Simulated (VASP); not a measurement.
# InSe in VASP: further runs

Aim: see how the results for InSe move with the level of theory and the settings. Levels: r2SCAN, LDA. Tasks: band structure.

All numbers are computed with VASP 6.6.1; they aren't measurements. Logs are shortened: lines on timing, memory, paths and dates and some standing lists are left out, and cuts for length are marked.

**1. The slab as given**

The cell holds a slab with vacuum, 16 atoms: a = 4.034 Å, b = 4.034 Å, c = 48.678 Å, α = 90.00°, β = 90.00°, γ = 120.00°.

**2. Band structure, r2SCAN**

Contents of INCAR:

```
SYSTEM = InSe
ALGO = All ; AMIN = 0.01
DIPOL = 0.5 0.5 0.500 ; EDIFF = 1E-7
ENCUT = 520 ; IDIPOL = 3
ISIF = 2 ; ISMEAR = 0
KPAR = 8 ; LASPH = .True.
LCHARG = .False. ; LDIPOL = .True.
LMIXTAU = .True. ; LREAL = .False.
LVACPOTAV = .True. ; LVHAR = .True.
LWAVE = .False. ; METAGGA = R2SCAN
NBANDS = 90 ; NELM = 120
PREC = Accurate ; SIGMA = 0.03
```

Contents of KPOINTS:

```
k-points
0
Gamma
  9 9 1
  0 0 0
```

Contents of POSCAR:

```
InSe                                    
1.0
    4.0337196247      0.0000000000      0.0000000000
   -2.0168598124      3.4933036717      0.0000000000
    0.0000000000      0.0000000000     48.6777120000
  Se              In            
     8     8
Direct
     0.0000000000000000    0.0000000000000000    0.1879613740658175
     0.0000000000000000    0.0000000000000000    0.2984708069373011
     0.6666666699999979    0.3333333300000021    0.3592442793521323
     0.6666666699999979    0.3333333300000021    0.4695493995990765
     0.3333333300000021    0.6666666699999979    0.5304000122681644
     0.3333333300000021    0.6666666699999979    0.6407189986735632
     0.0000000000000000    0.0000000000000000    0.7015498445598262
     0.0000000000000000    0.0000000000000000    0.8120254402656581
     0.6666666699999979    0.3333333300000021    0.2145296517088998
     0.6666666699999979    0.3333333300000021    0.2719657563288863
     0.3333333300000021    0.6666666699999979    0.3856831119040713
     0.3333333300000021    0.6666666699999979    0.4430665811954216
     0.0000000000000000    0.0000000000000000    0.5568485498379343
     0.0000000000000000    0.0000000000000000    0.6142361524908783
     0.6666666699999979    0.3333333300000021    0.7280210031613085
     0.6666666699999979    0.3333333300000021    0.7854516276510725
```

Contents of KPOINTS_OPT:

```
explicit points
67
Reciprocal
 0.0000000000  0.0000000000  0.0000000000 1
 0.0357142900  0.0000000000  0.0000000000 1
 0.0714285700  0.0000000000  0.0000000000 1
 0.1071428600  0.0000000000  0.0000000000 1
 0.1428571400  0.0000000000  0.0000000000 1
 0.1785714300  0.0000000000  0.0000000000 1
 0.2142857100  0.0000000000  0.0000000000 1
 0.2500000000  0.0000000000  0.0000000000 1
 0.2857142900  0.0000000000  0.0000000000 1
 0.3214285700  0.0000000000  0.0000000000 1
 0.3571428600  0.0000000000  0.0000000000 1
 0.3928571400  0.0000000000  0.0000000000 1
 0.4285714300  0.0000000000  0.0000000000 1
 0.4642857100  0.0000000000  0.0000000000 1
 0.5000000000  0.0000000000  0.0000000000 1
 0.4791666700  0.0416666700  0.0000000000 1
 0.4583333300  0.0833333300  0.0000000000 1
 0.4375000000  0.1250000000  0.0000000000 1
 0.4166666700  0.1666666700  0.0000000000 1
 0.3958333300  0.2083333300  0.0000000000 1
 0.3750000000  0.2500000000  0.0000000000 1
 0.3541666700  0.2916666700  0.0000000000 1
 0.3333333300  0.3333333300  0.0000000000 1
 0.3137254900  0.3137254900  0.0000000000 1
 0.2941176500  0.2941176500  0.0000000000 1
 0.2745098000  0.2745098000  0.0000000000 1
 0.2549019600  0.2549019600  0.0000000000 1
 0.2352941200  0.2352941200  0.0000000000 1
 0.2156862700  0.2156862700  0.0000000000 1
 0.1960784300  0.1960784300  0.0000000000 1
 0.1764705900  0.1764705900  0.0000000000 1
 0.1568627500  0.1568627500  0.0000000000 1
 0.1372549000  0.1372549000  0.0000000000 1
 0.1176470600  0.1176470600  0.0000000000 1
 0.0980392200  0.0980392200  0.0000000000 1
 0.0784313700  0.0784313700  0.0000000000 1
 0.0588235300  0.0588235300  0.0000000000 1
 0.0392156900  0.0392156900  0.0000000000 1
 0.0196078400  0.0196078400  0.0000000000 1
 0.0000000000  0.0000000000  0.0000000000 1
 0.0000000000  0.0000000000  0.0000000000 1
 0.0076394400 -0.0038197200  0.0000000000 1
-0.0076394400  0.0038197200  0.0000000000 1
 0.0222816900 -0.0111408500  0.0000000000 1
-0.0222816900  0.0111408500  0.0000000000 1
-0.0000000000  0.0066159500  0.0000000000 1
 0.0000000000 -0.0066159500  0.0000000000 1
-0.0000000000  0.0192965100  0.0000000000 1
 0.0000000000 -0.0192965100  0.0000000000 1
 0.5000000000  0.0000000000  0.0000000000 1
 0.5076394400 -0.0038197200  0.0000000000 1
 0.4923605600  0.0038197200  0.0000000000 1
 0.5222816900 -0.0111408500  0.0000000000 1
 0.4777183100  0.0111408500  0.0000000000 1
 0.5000000000  0.0066159500  0.0000000000 1
 0.5000000000 -0.0066159500  0.0000000000 1
 0.5000000000  0.0192965100  0.0000000000 1
 0.5000000000 -0.0192965100  0.0000000000 1
 0.3333333300  0.3333333300  0.0000000000 1
 0.3409727700  0.3295136100  0.0000000000 1
 0.3256938900  0.3371530500  0.0000000000 1
 0.3556150200  0.3221924800  0.0000000000 1
 0.3110516400  0.3444741800  0.0000000000 1
 0.3333333300  0.3399492800  0.0000000000 1
 0.3333333300  0.3267173800  0.0000000000 1
 0.3333333300  0.3526298400  0.0000000000 1
 0.3333333300  0.3140368200  0.0000000000 1
```

Potentials or basis: VASP PAW PBE potentials, release 64 (Se, In_d).

On the command line:

```console
cat potpaw_PBE.64/Se/POTCAR potpaw_PBE.64/In_d/POTCAR > POTCAR
mpirun -np 8 vasp_std > vasp.out
```

OUTCAR:

```text
SYSTEM = InSe
   EDIFF = 1E-7
   ENCUT = 520
   ISIF = 2
   ISMEAR = 0
   LASPH = .True.
   LREAL = .False.
   METAGGA = R2SCAN
   NELM = 120
   PREC = Accurate

 ion  position               nearest neighbor table
   1  0.000  0.000  0.188-   9 2.66   9 2.66   9 2.66
   2  0.000  0.000  0.298-  10 2.66  10 2.66  10 2.66
   3  0.667  0.333  0.359-  11 2.66  11 2.66  11 2.66
   4  0.667  0.333  0.470-  12 2.66  12 2.66  12 2.66
   5  0.333  0.667  0.530-  13 2.66  13 2.66  13 2.66
   6  0.333  0.667  0.641-  14 2.66  14 2.66  14 2.66
   7  0.000  0.000  0.702-  15 2.66  15 2.66  15 2.66
   8  0.000  0.000  0.812-  16 2.66  16 2.66  16 2.66
   9  0.667  0.333  0.215-   1 2.66   1 2.66   1 2.66  10 2.80
  10  0.667  0.333  0.272-   2 2.66   2 2.66   2 2.66   9 2.80
  11  0.333  0.667  0.386-   3 2.66   3 2.66   3 2.66  12 2.79
  12  0.333  0.667  0.443-   4 2.66   4 2.66   4 2.66  11 2.79
  13  0.000  0.000  0.557-   5 2.66   5 2.66   5 2.66  14 2.79
  14  0.000  0.000  0.614-   6 2.66   6 2.66   6 2.66  13 2.79
  15  0.667  0.333  0.728-   7 2.66   7 2.66   7 2.66  16 2.80
  16  0.667  0.333  0.785-   8 2.66   8 2.66   8 2.66  15 2.80

  LATTYP: Found a hexagonal cell.
 ALAT       =     4.0337196247
 C/A-ratio  =    12.0676984344

  Lattice vectors:

 A1 = (   4.0337196247,   0.0000000000,   0.0000000000)
 A2 = (  -2.0168598124,   3.4933036717,   0.0000000000)
 A3 = (   0.0000000000,   0.0000000000,  48.6777120000)

Analysis of symmetry for initial positions (statically):
=====================================================================
 Subroutine PRICEL returns:
 Original cell was already a primitive cell.

 Routine SETGRP: Setting up the symmetry group for a
 hexagonal supercell.

 Subroutine GETGRP returns: Found  6 space group operations
 (whereof  6 operations were pure point group operations)
 out of a pool of 24 trial point group operations.

The static configuration has the point symmetry C_3v.

Analysis of symmetry for dynamics (positions and initial velocities):
=====================================================================
 Subroutine PRICEL returns:
 Original cell was already a primitive cell.

 Routine SETGRP: Setting up the symmetry group for a
 hexagonal supercell.

 Subroutine GETGRP returns: Found  6 space group operations
 (whereof  6 operations were pure point group operations)
 out of a pool of 24 trial point group operations.

The dynamic configuration has the point symmetry C_3v.
[... 127 lines left out ...]
   EMIN   =  10.00;   EMAX   =-10.00  energy-range for DOS
   EFERMI =   0.00;   METHOD = LEGACY
   ISMEAR =     0;   SIGMA  =   0.03  broadening in eV -4-tet -1-fermi 0-gaus
   EFERMI_NEDOS =   21; number of points for ismear=-14 and -15
   IALGO  =     58    algorithm
   IMIX   =      4    mixing-type and parameters
     AMIX     =   0.40;   BMIX     =  1.00
     AMIX_MAG =   1.60;   BMIX_MAG =  1.00
  volume/ion in A,a.u.               =      42.87       289.30
  Fermi-wavevector in a.u.,A,eV,Ry     =   0.990677  1.872108 13.353307  0.981440
  Thomas-Fermi vector in A             =   2.122364
   LORBIT       =      0    0 simple, 1 ext, 2 COOP (PROOUT), +10 PAW based schemes
   METAGGA = R2SCAN    functional components
   LHFCALC =     F    Hartree Fock is set to
   AEXX    =    0.0000 exact exchange contribution
   IVDW    =     0    specifies the selected vdW correction
   LEPSILON=     F    determine dielectric tensor
   LRPA    =     F    only Hartree local field effects (RPA)
 non-spin polarized calculation
 Gauss-broadening in eV      SIGMA  =   0.03
  energy-cutoff  :      520.00
  volume of cell :      685.92
 maximum number of plane-waves:     18579
 NGX is ok and might be reduce to    30
   NGX = 15   NGY = 15   NGZ =181

 dipolmoment           0.000000      0.000000     -0.000042 electrons x Angstroem

 number of electron     152.0000008 magnetization

 dipolmoment           0.000000      0.000000      0.000616 electrons x Angstroem

 Free energy of the ion-electron system (eV)
  ---------------------------------------------------
  ext. energy  EPLUGINS =         0.00000000
  ---------------------------------------------------
  free energy    TOTEN  =      -305.79275884 eV

  energy without entropy =     -305.79275884  energy(sigma->0) =     -305.79275884

 E-fermi :   0.8711     XC(G=0):  -6.5973

 val. band max:        0.7079071353   @ k =   0.0000   0.0000   0.0000
 cond. band min:       1.7805336138   @ k =   0.0000   0.0000   0.0000
 fundamental gap:      1.0726264784
 Fermi energy:         0.8711489603

 k-point     1 :       0.0000    0.0000    0.0000
  band No.  band energies     occupation
      1     -14.4134      2.00000
      2     -14.4109      2.00000
      3     -14.3976      2.00000
      4     -14.3885      2.00000
      5     -14.2256      2.00000
      6     -14.2256      2.00000
[... 1081 lines left out ...]
     87       4.4740      0.00000
     88       4.5165      0.00000
 [bands above 88 left out]

------------------------ aborting loop because EDIFF is reached ----------------------------------------

 vacuum level on the upper side and lower side of the slab       (xc-potential included)        -0.016        -0.023

  FORCE on cell =-STRESS in cart. coord.  units (eV):
  Direction    XX          YY          ZZ          XY          YZ          ZX
  --------------------------------------------------------------------------------------
  -------------------------------------------------------------------------------------
  Total       -0.3060313     -0.3060313     -0.1365682      0.0000000      0.0000000      0.0000000
  in kB       -0.7148324     -0.7148324     -0.3189981      0.0000000      0.0000000      0.0000000
  external PRESSURE =      -0.5828876 kB  Pullay stress =       0.0000000 kB

 VOLUME and BASIS-vectors are now :
 -----------------------------------------------------------------------------
  energy-cutoff  :      520.00
  volume of cell :      685.92
      direct lattice vectors                 reciprocal lattice vectors
     4.033719625  0.000000000  0.000000000     0.247910141  0.143130986  0.000000000
    -2.016859812  3.493303672  0.000000000     0.000000000  0.286261973  0.000000000
     0.000000000  0.000000000 48.677712000     0.000000000  0.000000000  0.020543283

 POSITION                                       TOTAL-FORCE (eV/Angst)
 -----------------------------------------------------------------------------------
      0.00000      0.00000      9.14953         0.000000     -0.000000      0.183354
      0.00000      0.00000     14.52888        -0.000000     -0.000000     -0.266179
      2.01686      1.16443     17.48719         0.000000      0.000000      0.255047
      2.01686      1.16443     22.85659         0.000000     -0.000000     -0.258735
     -0.00000      2.32887     25.81866         0.000000     -0.000000      0.255887
     -0.00000      2.32887     31.18873        -0.000000      0.000000     -0.259892
[... 8 lines left out ...]
      2.01686      1.16443     35.43840        -0.000000      0.000000     -0.130542
      2.01686      1.16443     38.23399        -0.000000      0.000000      0.191274
 -----------------------------------------------------------------------------------
    total drift:                               -0.000028      0.000017      0.000967

  FREE ENERGIE OF THE ION-ELECTRON SYSTEM (eV)
  ---------------------------------------------------
  free  energy   TOTEN  =      -305.7927588440 eV

  energy  without entropy=     -305.7927588440  energy(sigma->0) =     -305.79275884

 vacuum level on the upper side and lower side of the slab         6.409         6.401
```

Run time: 42 min. Hardware: 8 MPI ranks of Intel Xeon 6975P-C (Granite Rapids), shared host; peak memory 2.1 GiB.

Results:

```yaml
Free_energy: -305.7928 eV
Largest_force: 0.266 eV/Å
Band_gap_on_the_k_mesh: 1.07 eV, direct
Band_gap_along_the_path: 1.06 eV, indirect (least direct gap 1.07 eV)
Ionisation_potential_of_the_upper_face: 5.70 eV
```

Forces on the atoms (eV/Å):
```
Se   0.000  0.000  0.183
Se   0.000  0.000 -0.266
Se   0.000  0.000  0.255
Se   0.000  0.000 -0.259
Se   0.000  0.000  0.256
Se   0.000  0.000 -0.260
Se   0.000  0.000  0.262
Se   0.000  0.000 -0.185
In   0.000  0.000 -0.189
In   0.000  0.000  0.132
In   0.000  0.000 -0.142
In   0.000  0.000  0.146
In   0.000  0.000 -0.143
In   0.000  0.000  0.149
In   0.000  0.000 -0.131
In   0.000  0.000  0.191
```

Caveat: the PAW data sets were made with another functional, which shifts forces and pressure a little; spin-orbit coupling is left out, which moves the levels of the heavy elements. r2SCAN opens gaps a little over a GGA but as a rule still falls short of measured ones.

**3. Band structure, LDA**

Contents of INCAR:

```
SYSTEM = InSe
ALGO = Normal ; DIPOL = 0.5 0.5 0.500
EDIFF = 1E-7 ; ENCUT = 520
IDIPOL = 3 ; ISIF = 2
ISMEAR = 0 ; KPAR = 8
LASPH = .True. ; LCHARG = .False.
LDIPOL = .True. ; LREAL = .False.
LVACPOTAV = .True. ; LVHAR = .True.
LWAVE = .False. ; NBANDS = 90
NELM = 80 ; PREC = Accurate
SIGMA = 0.03
```

KPOINTS is that of step 2.

POSCAR is that of step 2.

KPOINTS_OPT is that of step 2.

Potentials or basis: VASP PAW LDA potentials, release 64 (Se, In_d).

On the command line:

```console
cat potpaw_LDA.64/Se/POTCAR potpaw_LDA.64/In_d/POTCAR > POTCAR
mpirun -np 8 vasp_std > vasp.out
```

Run time: 18 min. Hardware: 8 MPI ranks of Intel Xeon 6975P-C (Granite Rapids), shared host; peak memory 1.1 GiB.

The run converged. Its results:

```
Free energy                            : -66.3707 eV
Largest force                          : 0.401 eV/Å
Band gap on the k mesh                 : 0.51 eV, indirect (least direct gap 0.56 eV)
Band gap along the path                : 0.50 eV, indirect (least direct gap 0.56 eV)
Ionisation potential of the upper face : 5.65 eV
```

Forces in eV/Å, atoms in the order of the input:
```
Se   0.000  0.000  0.401
Se   0.000  0.000 -0.296
Se   0.000  0.000  0.285
Se   0.000  0.000 -0.291
Se   0.000  0.000  0.286
Se   0.000  0.000 -0.293
Se   0.000  0.000  0.290
Se   0.000  0.000 -0.401
In   0.000  0.000 -0.136
In   0.000  0.000  0.095
In   0.000  0.000 -0.105
In   0.000  0.000  0.112
In   0.000  0.000 -0.106
In   0.000  0.000  0.113
In   0.000  0.000 -0.090
In   0.000  0.000  0.138
```

Levels at points of the mesh, in eV from the valence-band top:
```csv
k point,band 74,band 75,band 76,band 77,band 78,band 79
"(0.00, 0.00, 0.00)",-0.92,-0.52,-0.05,0.51,0.94,1.35
```

Caveat: spin-orbit coupling is left out, which moves the levels of the heavy elements.
